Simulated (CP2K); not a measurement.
Runs of CP2K 2026.2 on InSe. Symmetry: R3m, No. 160, trigonal system. Conventional cell: a = 4.000 Å, b = 4.000 Å, c = 25.320 Å, α = 90.00°, β = 90.00°, γ = 120.00°. Around In (site symmetry 3m) lie 3 Se at 2.63 Å and 1 In at 2.82 Å. In (site symmetry 3m) has 3 Se at 2.64 Å and 1 In at 2.82 Å as nearest neighbours. Around Se (site symmetry 3m) lie 3 In at 2.63 Å. Se (site symmetry 3m) is surrounded by 3 In at 2.64 Å. 

```tsv
level	potentials or basis	EPS_DEFAULT	NGRIDS	points a segment of the path (NPOINTS)	bands added on the path	CUTOFF of the grids	gap on the mesh (eV)	pressure (GPa)	largest force (eV/Å)
LDA	GTH_POTENTIALS In GTH-PADE-q13, Se GTH-PADE-q6; TZVP-MOLOPT-PBE-GTH basis	1.0E-9	4	6	4	450 Ry	0.20	-1.1	0.31
PBEsol	GTH_POTENTIALS In GTH-PADE-q13, Se GTH-PADE-q6; DZVP-MOLOPT-SR-GTH basis	1.0E-9	5	8	4	450 Ry	0.32	(c)	0.30
r2SCAN	POTENTIAL_UZH In GTH-SCAN-q13, Se GTH-SCAN-q6; TZVP-MOLOPT-SCAN-GTH basis	1.0E-10	4	8	6	675 Ry	(b)	1.0	0.30
PBEsol	POTENTIAL_UZH In GTH-SCAN-q13, Se GTH-SCAN-q6; DZVP-MOLOPT-SR-GTH basis	1.0E-9	5	8	4	450 Ry	0.48	(a)	0.31
PBEsol	POTENTIAL_UZH In GTH-PBE0-q13, Se GTH-PBE0-q6; DZVP-MOLOPT-SR-GTH basis	1.0E-9	5	8	4	450 Ry	0.37	1.8	0.33
```

Alike in all rows: task band structure; no spin polarisation; cell as given; k mesh 8 × 8 × 8; smearing fermi-dirac 0.05 eV.

Estimate the missing entries.

(a) 1.1; (b) 0.77; (c) 0.0.

Caveats: spin-orbit coupling is left out, which moves the levels of the heavy elements; the basis of atomic orbitals isn't converged, which shifts pressures, moduli and gaps; the potentials were made for another functional, which shifts forces and pressure (some runs); this functional lacks dispersion, which binds the layers, so the pressure and a relaxed spacing across them are unreliable (some runs).

A k mesh can miss the band edges, and the runs leave out spin-orbit coupling on In, Se.

Not every run made on this cell is shown here.
